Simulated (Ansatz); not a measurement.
# How fast states decay through H

How good a tunnel barrier is H, and along which direction does it leak most?

Program: Ansatz 0.2.0. Level of theory: PBE DFT, plane waves, PAW files, in the first sound run; inputs show where later runs differ. Results are calculated unless marked as measured.

### Step 1. Starting point

It takes space group I4/mmm (No. 139, tetragonal). Conventional cell: a = 4.318 Å, b = 4.318 Å, c = 3.707 Å, α = 90.00°, β = 90.00°, γ = 90.00°. H has 1 H at 0.74 Å nearest.

### Step 2. The bulk crystal and its band edges

The energy window and the wavevectors of the next steps follow from the band edges, so these are searched first, off the mesh as well.

input.yaml

```yaml
crystal:
  lattice:
    - [-2.15902581, 2.15902581, 1.85335906]
    - [2.15902581, -2.15902581, 1.85335906]
    - [2.15902581, 2.15902581, -1.85335906]
  atoms:
    - { symbol: H, position: [0.89994556, 0.89994556, 0.0] }
    - { symbol: H, position: [0.10005444, 0.10005444, 0.0] }
kpoints:
  mp_grid: { grid: [8, 8, 8] }
  band_path: { path: [VBM, CBM], npoints: 30 }
scf:
  occupations: { method: fixed }
hamiltonian:
  xc: pbe
output:
  eigenvalues: true
```

Run with:

```console
$ ansatz run input.yaml --threads 2 --pin off --max-ram 4096MiB --backend cpu --events-out ev --progress --plain --runs-dir out
```

Numbers of over 12 decimals in the logs are rounded to 6 here.

Log:

```text
Engine: ansatz 0.2.0, x86_64-unknown-linux-gnu
Pseudopotentials: kind: paw
Pseudopotential: H, paw, valence charge 1, recommended cutoff 420 eV (normal), H.paw.azcp
Functional definition: PBE
  parameter kappa = 0.804
  parameter beta = 0.066725
  exchange = pbe_x(kappa = kappa, mu = beta*pi^2/3)
  correlation = pbe_c(beta = beta)
Crystal: 2 atoms, lattice volume = 34.557 Å³
Basis set: ecut = 420 eV, 671 PW (Γ)
Bands: 5, of which v1, the nominal top of the filled ones, is band 1 counted from 1 (0 counted from 0)
Symmetry: 16 space group operations
Space group: I4/mmm (ITA 139), of the structure as read, at distance tolerance 3.3e-5 Å
k-points: 59 of 512
Non-local potential: H, projectors of the file, l = 0: 2, l = 1: 1
PAW form: soft (Blöchl's): semilocal exchange-correlation on the pseudo side does not see the compensation charge
PAW one-centre angular grid: H, 110 points (default); XC on 64 Gauss nodes
Initial density: superposition of atomic densities (neutral atoms: chi_scale 0, normalization atom), corrected by the library's trained network
Initial wavefunctions: pseudopotential atomic-orbital guess
Functional: x = pbe(κ = 0.804, μ = 0.219515), c = pbe(β = 0.066725)
SCF iter   1: F=—  HF=-31.758567 eV  |F-HF|=—  |Δ(HF+E_count)|=         —  Δρ=6.17e-4  dr2=1.52e-4  ethr=1.77e-3  ⟨swp⟩=3.3  Hψ=2204  notcnv=0  defer=78
preconditioner: auto → none  [insulator: Δε(μ)=9.463 eV  Ē_g=15.064 eV  n_scr=0 (ndim 8)  ℏωp=8.9 eV  f_vac=0.156  ε∞_Penn≈1.4]
SCF iter   2: F=—  HF=-31.758495 eV  |F-HF|=—  |Δ(HF+E_count)|=   7.20e-5  Δρ=2.41e-4  dr2=1.86e-5  ethr=7.58e-6  ⟨swp⟩=2.8  Hψ=948  notcnv=0  defer=114
SCF iter   3: F=—  HF=-31.758576 eV  |F-HF|=—  |Δ(HF+E_count)|=   8.13e-5  Δρ=6.73e-5  dr2=9.00e-7  ethr=9.30e-7  ⟨swp⟩=2.2  Hψ=475  notcnv=0  defer=114
iter 4 did not close the SCF: its close was put off for the readings that it lacked (scf_convergence_deferred on its scf_iter line)
SCF iter   4: F=-31.758583 eV  HF=-31.758583 eV  |F-HF|=9.94e-10  |Δ(HF+E_count)|=   6.99e-6  Δρ=6.43e-6  dr2=7.10e-9  ethr=4.50e-8  ⟨swp⟩=2.0  Hψ=453  notcnv=0  defer=114
iter 5 did not close the SCF: its close was put off for the readings that it lacked (scf_convergence_deferred on its scf_iter line)
SCF iter   5: F=-31.758583 eV  HF=-31.758583 eV  |F-HF|=5.39e-11  |Δ(HF+E_count)|=   2.06e-9  Δρ=6.84e-7  dr2=6.27e-11  ethr=3.55e-10  ⟨swp⟩=2.0  Hψ=354  notcnv=0  defer=114
SCF iter   6: F=-31.758583 eV  HF=-31.758583 eV  |F-HF|=3.80e-13  |Δ(HF+E_count)|=  6.14e-11  Δρ=5.43e-8  dr2=6.83e-13  ethr=3.14e-12  ⟨swp⟩=3.0  Hψ=1620  notcnv=0
SCF 1 converged in 6 iterations: F = -31.758583 eV  dr2 = 6.83e-13
  greatest PAW one-centre occupation: 0.374 electrons in one spin orbital (limit 2), on the H atom at site 1 (counted from 0), in its partial waves of l = 0
NSCF: frozen V_eff on 30 k-points
NSCF: frozen V_eff on 30 k-points
[...]
SCF converged after 6 iterations
Free energy (F): -31.758583 eV
Harris-Foulkes:  -31.758583 eV  (|F-HF|=3.80e-13)
Internal energy: -31.758583 eV  (E = F + TS)
E sigma→0 (E₀):  -31.758583 eV
Fermi energy:    -8.982137 eV
--- Per-component energies (eV) ---
  E_band       = -18.704923
  E_kinetic    = 26.942166
  E_local      = -50.490293  (includes V_loc(G=0)·N_el)
  E_nonlocal   = 3.417462
  E_hartree    = 12.733729
  E_xc         = -17.602379
  E_vxc        = -22.609171  (∫ρ·V_xc dr)
  E_paw        = -1.155716  (= ΣΔE_a)
  E_vpaw       = -1.430004  (= ΣTr[D̂ρ^β])
  E_aug_tail   = -0.002545  (compensation charges beyond the density's cutoff)
  E_ewald      = -5.601007
  E_smearing   = -0.000000  (= −TS)
  E_closure    = -0.000000  (closes the sum)
  Σ components = -31.758583   (vs F -31.758583, Δ=0.00e0)
--- Band table (eV; the first three rows and the last of 59) ---
  k-point 0: bands = ["-10.1021", "2.8345", "7.0515", "10.8743", "10.8743"]
  k-point 1: bands = ["-10.0126", "2.6135", "6.8185", "9.3571", "10.9819"]
  k-point 2: bands = ["-9.7853", "2.0341", "6.3379", "7.6318", "11.1651"]
  k-point 58: bands = ["-8.9821", "4.1667", "4.2324", "4.2324", "6.2125"]
```

It took 1.7 s on 2 threads of Intel Xeon 6975P-C (Granite Rapids), shared host; peak memory 0.28 GiB; 1.8 s of CPU time.

This step gave:

| Item | Value |
| --- | --- |
| free energy | -31.76 eV |
| Fermi energy | -8.982 eV |
| gap on the k-mesh | 9.490 eV |
| gap on path | 9.488 eV, by band count; negative where bands overlap |
| direct gap on path | 9.704 eV |
| edge places on path | 0, 0.9661 1/A along the path |

The electronic bands at the labelled points (eV, zero at the Fermi level (highest filled level under fixed occupations); # counts the bands kept):

```tsv
point	#1
VBM	0.00
halfway	-0.11
CBM	-0.21
```

The electronic bands as a text plot (rows in eV; labels by their first letter):

```
    0.0 |*******
    0.0 |       ***
    0.0 |          **
    0.0 |            **
    0.0 |              **
    0.0 |                **
   -0.1 |                  **
   -0.1 |                    *
   -0.1 |                     **
   -0.1 |                       **
   -0.1 |
   -0.1 |                         **
   -0.1 |                           **
   -0.1 |                             **
   -0.1 |                               **
   -0.1 |                                 **
   -0.1 |
   -0.2 |                                   *
   -0.2 |                                    **
   -0.2 |                                      **
   -0.2 |                                        **
   -0.2 |                                          ****
   -0.2 |                                              **
   -0.2 |                                                ********
         V                                                      C
```

The searched edges give 9.49 eV, against 9.49 eV on the mesh.

### Step 3. Complex bands

This step: PBE DFT, plane waves, PAW files; complex bands by layer matching along the plane's normal (Ansatz 0.2.0).

The same crystal is laid in a cell whose first two vectors span the (001) plane (indices of the standard conventional cell, whose axes can be ordered otherwise than in the bulk input). At fixed energy and wavevector in the plane the solver finds all kz, real and complex. A few wavevectors are listed, (0, 0), (-0.5, 0) and (0.5, 0) (two of them one point) in units of the plane's reciprocal vectors; the slowest state needn't be among them.

input.yaml

```yaml
crystal:
  lattice:
    - [4.31805162, 0.0, 0.0]
    - [0.0, 4.31805162, 0.0]
    - [2.15902581, 2.15902581, 1.85335906]
  atoms:
    - { symbol: H, position: [0.10005444, 0.10005444, 0.79989112] }
    - { symbol: H, position: [0.89994556, 0.89994556, 0.20010888] }
kpoints:
  mp_grid: { grid: [12, 12, 12] }
scf:
  occupations: { method: fixed }
hamiltonian:
  xc: pbe
output:
  eigenvalues: true
  transmission:
    leads: [[0, 0]]
    kpoints: [[0.0, 0.0], [-0.5, 0.0], [0.5, 0.0]]
    e_range: [-1.0, 10.49]
    de: 0.23
```

Log:

```text
[...]
Crystal: 2 atoms, lattice volume = 34.557 Å³
Basis set: ecut = 420 eV, 671 PW (Γ)
Bands: 5, of which v1, the nominal top of the filled ones, is band 1 counted from 1 (0 counted from 0)
Symmetry: 16 space group operations
[...]
k-points: 163 of 1728
[...]
SCF iter   1: F=—  HF=-31.758544 eV  |F-HF|=—  |Δ(HF+E_count)|=         —  Δρ=6.17e-4  dr2=1.51e-4  ethr=1.77e-3  ⟨swp⟩=3.3  Hψ=6043  notcnv=0  defer=235
[...]
SCF iter   6: F=-31.758573 eV  HF=-31.758573 eV  |F-HF|=4.05e-13  |Δ(HF+E_count)|=  6.28e-11  Δρ=5.39e-8  dr2=6.84e-13  ethr=3.28e-12  ⟨swp⟩=3.0  Hψ=4467  notcnv=0
SCF 1 converged in 6 iterations: F = -31.758573 eV  dr2 = 6.84e-13
[...]
transmission: 3 of 9 steps passed
transmission: 6 of 9 steps passed
transmission: 9 of 9 steps passed
SCF converged after 6 iterations
Free energy (F): -31.758573 eV
[...]
Internal energy: -31.758573 eV  (E = F + TS)
E sigma→0 (E₀):  -31.758573 eV
Fermi energy:    -8.980907 eV
[...]
--- Band table (eV; the first three rows and the last of 163) ---
[...]
--- Transmission ---
  basis      : 169 plane waves across, 3 finite elements along
  points     : 3, as listed
  energies   : 50 from -1.000000 to 10.270000 eV about the Fermi level, 0.230000 eV apart; the leads are filled to 4.744374 eV, and channels, transmission and decay are at 4.750000 eV
  crystal 0  : H2, at the sites [0, 0], period 1.8534 Å: whole cells are its period
    offset         : up to 0.0000 Å between an atom of the period and one for which it stands
    channels       : 0.000000e0 a spin
    conductance    : none, the energies end too early or step too widely for 300 K: set another output.transmission.e_range or a lower de, or, where they end at an eighth of basis.ecutwfc, a higher one
    slowest decay  : 0.7253 /Å at (-0.5000, 0.0000)
```

The job ended after 13 s (2 threads; peak memory 0.4 GiB; 24 s of CPU time).

This step gave:

```
Fermi energy                                              : -8.981 eV
gap on the k-mesh                                         : 9.489 eV
level to which the leads are filled                       : 4.744 eV from the Fermi level
decay constant at the filling level, zone centre          : 0.7414 Å⁻¹
decay constant at the filling level, slowest listed point : 0.7253 Å⁻¹
```

K parallel (0, 0); values up to 1.5 1/Å, a degenerate pair printed once or twice; energies at which all values exceed this have no row. Im kz of the slowest decaying states against energy, zero at the highest filled level on the SCF mesh:

```tsv
energy (eV)	decay 1 (Å⁻¹)	decay 2 (Å⁻¹)	decay 3 (Å⁻¹)	decay 4 (Å⁻¹)
-1.00	0.953	-	-	-
-0.54	0.808	-	-	-
-0.08	0.478	-	-	-
0.38	0.551	-	-	-
0.84	0.663	-	-	-
1.30	0.720	-	-	-
1.76	0.752	-	-	-
2.22	0.771	-	-	-
2.68	0.779	-	-	-
3.14	0.780	-	-	-
3.60	0.775	-	-	-
4.06	0.765	-	-	-
4.52	0.750	-	-	-
4.75	0.741	-	-	-
5.21	0.721	1.46	-	-
5.67	0.696	1.42	-	-
6.13	0.667	1.37	-	-
6.59	0.634	1.33	-	-
7.05	0.595	1.28	1.46	-
7.51	0.551	1.23	1.42	-
7.97	0.499	1.18	1.38	-
8.43	0.437	1.13	1.33	1.47
8.89	0.359	1.07	1.29	1.43
9.35	0.251	1.02	1.24	1.39
9.81	0.954	1.19	1.34	-
10.27	0.888	1.14	1.30	-
```

K parallel (-0.5, 0); values up to 1.5 1/Å, a degenerate pair printed once or twice; energies at which all values exceed this have no row. The Im kz of the slowest decaying states by energy, zero at the highest filled level on the SCF mesh:

```tsv
energy (eV)	decay 1 (Å⁻¹)	decay 2 (Å⁻¹)	decay 3 (Å⁻¹)
-1.00	0.593	-	-
-0.54	0.0792	-	-
-0.08	0.317	-	-
0.15	0.470	-	-
0.61	0.612	-	-
1.07	0.683	-	-
1.76	0.738	-	-
2.22	0.756	-	-
2.68	0.764	-	-
3.37	0.763	-	-
3.83	0.755	-	-
4.29	0.742	-	-
4.98	0.715	1.44	-
5.44	0.692	1.40	-
5.90	0.664	1.35	-
6.59	0.614	1.28	-
7.05	0.574	1.23	1.47
7.51	0.527	1.18	1.43
8.20	0.439	1.10	1.37
8.66	0.360	1.04	1.32
9.12	0.246	0.974	1.27
9.81	0.867	1.20	-
10.27	0.786	1.15	-
```

K parallel (0.5, 0); values up to 1.5 1/Å, a degenerate pair printed once or twice; energies at which all values exceed this have no row. Table of Im kz of the slowest decaying states by energy, zero at the highest filled level on the SCF mesh:

```tsv
energy (eV)	decay 1 (Å⁻¹)	decay 2 (Å⁻¹)	decay 3 (Å⁻¹)
-1.00	0.593	-	-
-0.54	0.0792	-	-
-0.08	0.317	-	-
0.15	0.470	-	-
0.61	0.612	-	-
1.07	0.683	-	-
1.76	0.738	-	-
2.22	0.756	-	-
2.68	0.764	-	-
3.37	0.763	-	-
3.83	0.755	-	-
4.29	0.742	-	-
4.98	0.715	1.44	-
5.44	0.692	1.40	-
5.90	0.664	1.35	-
6.59	0.614	1.28	-
7.05	0.574	1.23	1.47
7.51	0.527	1.18	1.43
8.20	0.439	1.10	1.37
8.66	0.360	1.04	1.32
9.12	0.246	0.974	1.27
9.81	0.867	1.20	-
10.27	0.786	1.15	-
```

At the listed wavevectors the last open channel is at -0.08 eV and the next at +9.58 eV on the grid. At +4.75 eV, the grid energy nearest the filling level (the middle of the gap on the SCF mesh), the slowest state at the listed wavevectors decays with κ = 0.725 Å⁻¹, its amplitude falling by e over 1.4 Å. Through 1 nm of this crystal that state's transmission falls by exp(−2 × 0.725 Å⁻¹ × 10 Å) = 5.0e-7.

### Step 4. Decay over the two-dimensional zone

The listed points could miss the slowest state, so one energy near mid-gap is solved on a mesh of 18×18.

input.yaml, the sections that differ from step 3:

```yaml
output:
  eigenvalues: true
  transmission: { leads: [[0, 0]], kmesh: [18, 18], e_range: [4.74, 4.75], de: 0.05 }
# crystal, kpoints, scf, hamiltonian: as in step 3
```

Log:

```text
[...]
Crystal: 2 atoms, lattice volume = 34.557 Å³
Basis set: ecut = 420 eV, 671 PW (Γ)
Bands: 5, of which v1, the nominal top of the filled ones, is band 1 counted from 1 (0 counted from 0)
Symmetry: 16 space group operations
[...]
k-points: 163 of 1728
[...]
SCF iter   1: F=—  HF=-31.758544 eV  |F-HF|=—  |Δ(HF+E_count)|=         —  Δρ=6.17e-4  dr2=1.51e-4  ethr=1.77e-3  ⟨swp⟩=3.3  Hψ=6043  notcnv=0  defer=235
[...]
SCF iter   6: F=-31.758573 eV  HF=-31.758573 eV  |F-HF|=4.05e-13  |Δ(HF+E_count)|=  6.28e-11  Δρ=5.39e-8  dr2=6.84e-13  ethr=3.28e-12  ⟨swp⟩=3.0  Hψ=4467  notcnv=0
SCF 1 converged in 6 iterations: F = -31.758573 eV  dr2 = 6.84e-13
[...]
transmission: 24 of 165 steps passed
transmission: 36 of 165 steps passed
[...]
transmission: 165 of 165 steps passed
SCF converged after 6 iterations
Free energy (F): -31.758573 eV
[...]
Internal energy: -31.758573 eV  (E = F + TS)
E sigma→0 (E₀):  -31.758573 eV
Fermi energy:    -8.980907 eV
[...]
--- Band table (eV; the first three rows and the last of 163) ---
[...]
--- Transmission ---
  basis      : 169 plane waves across, 3 finite elements along
  points     : 55, standing for a mesh of 18 x 18
  energies   : 1 from 4.740000 to 4.740000 eV about the Fermi level; the leads are filled to 4.744374 eV, and channels, transmission and decay are at 4.740000 eV
  crystal 0  : H2, at the sites [0, 0], period 1.8534 Å: whole cells are its period
[...]
channels       : 0.000000e0 a spin
    conductance    : none, crystal 0 has no channel at the energies, or these end too early or step too widely for 300 K: set another output.transmission.e_range or a lower de, or, where they end at an eighth of basis.ecutwfc, a higher one
    slowest decay  : 0.7257 /Å at (0.5000, 0.0000)
```

Wall time 16 s (2 threads); peak memory 0.36 GiB; 28 s of CPU time.

This step gave:

```
least decay constant on the mesh : 0.7257 Å⁻¹
```

Slowest decay constant (1/Å; 0 where a channel is open) over k1 and k2. At 4.7400 eV from the Fermi level.

Ten even steps from '0' (0.726) to '9' (0.765):
```
998754210001245789
887653210001235678
776543211111234567
555443221112234455
443333222222233334
222222333333322222
111122333333322111
000112333333321100
000112333433321100
000112333333321100
111122333333322111
222222333333322222
443333222222233334
555443221112234455
776543211111234567
887653210001235678
998754210001245789
998754210001245789
```
Columns: k1 (b1) from -0.5 to 0.444; rows upwards: k2 (b2) from -0.5 to 0.444.

The least value on the mesh is 0.726 Å⁻¹ at +4.74 eV. At that energy the listed points give about 0.726 Å⁻¹ by interpolation, so the mesh holds no clearly slower state.

### Step 5. Band edges at another level, cutoff 979.61 eV

This step: PBE DFT, plane waves, norm-conserving files (Ansatz 0.2.0).

The edges again with norm-conserving files, at the same atoms. Against that run the cutoff is 980 eV against 420.

input.yaml

```yaml
crystal:
  lattice:
    - [-2.15902581, 2.15902581, 1.85335906]
    - [2.15902581, -2.15902581, 1.85335906]
    - [2.15902581, 2.15902581, -1.85335906]
  atoms:
    - { symbol: H, position: [0.89994556, 0.89994556, 0.0] }
    - { symbol: H, position: [0.10005444, 0.10005444, 0.0] }
kpoints:
  mp_grid: { grid: [8, 8, 8] }
  band_path: { path: [VBM, CBM], npoints: 30 }
scf:
  occupations: { method: fixed }
hamiltonian:
  xc: pbe
  pseudopotentials: { kind: nc }
output:
  eigenvalues: true
```

Log:

```text
[...]
Crystal: 2 atoms, lattice volume = 34.557 Å³
Basis set: ecut = 979.609905 eV, 2401 PW (Γ)
Bands: 5, of which v1, the nominal top of the filled ones, is band 1 counted from 1 (0 counted from 0)
Symmetry: 16 space group operations
[...]
k-points: 59 of 512
[...]
SCF iter   1: F=—  HF=-32.392753 eV  |F-HF|=—  |Δ(HF+E_count)|=         —  Δρ=7.64e-2  dr2=1.56e0  ethr=3.10e-3  ⟨swp⟩=4.9  Hψ=2601  notcnv=0  defer=69
[...]
SCF iter   6: F=-31.749899 eV  HF=-31.749899 eV  |F-HF|=1.59e-10  |Δ(HF+E_count)|=   1.67e-8  Δρ=1.85e-6  dr2=8.68e-10  ethr=2.29e-9  ⟨swp⟩=2.0  Hψ=1463  notcnv=0
SCF 1 converged in 6 iterations: F = -31.749899 eV  dr2 = 8.68e-10
NSCF: frozen V_eff on 30 k-points
[...]
SCF converged after 6 iterations
Free energy (F): -31.749899 eV
[...]
Internal energy: -31.749899 eV  (E = F + TS)
E sigma→0 (E₀):  -31.749899 eV
Fermi energy:    -8.983163 eV
[...]
--- Band table (eV; the first three rows and the last of 59) ---
[...]
```

Wall time 3.1 s (2 threads); peak memory 0.3 GiB; 4.7 s of CPU time.

This step gave:

* free energy: -31.75 eV
* Fermi energy: -8.983 eV
* gap on the k-mesh: 9.490 eV
* edge places on path: 0, 0.9433 1/A along the path

The electronic bands at the labelled points (eV, zero at the Fermi level (highest filled level under fixed occupations); # counts the bands kept):

```tsv
point	#1
VBM	0.00
halfway	-0.11
CBM	-0.21
```

The electronic bands as a text plot (rows in eV; labels by their first letter):

```
    0.0 |*******
    0.0 |       ***
    0.0 |          **
    0.0 |            **
    0.0 |              **
    0.0 |                **
   -0.1 |                  **
   -0.1 |                    *
   -0.1 |                     **
   -0.1 |
   -0.1 |                       **
   -0.1 |                         **
   -0.1 |                           **
   -0.1 |                             **
   -0.1 |                               **
   -0.1 |
   -0.1 |                                 **
   -0.2 |                                   *
   -0.2 |                                    **
   -0.2 |                                      **
   -0.2 |                                        **
   -0.2 |                                          ****
   -0.2 |                                              **
   -0.2 |                                                ********
         V                                                      C
```

The searched edges give 9.49 eV, against 9.49 eV on the mesh.

[end of part 1 of 2]

[Logs are printed without paths, hosts, clocks, repeated set-up lines and the standing remarks that a program may print on its own settings, such as how far it seeks lower states.]

[Hosts, paths, dates, database ids (printed as entryN), source tags and the programs' standing remarks are cut or masked in the printed files.]
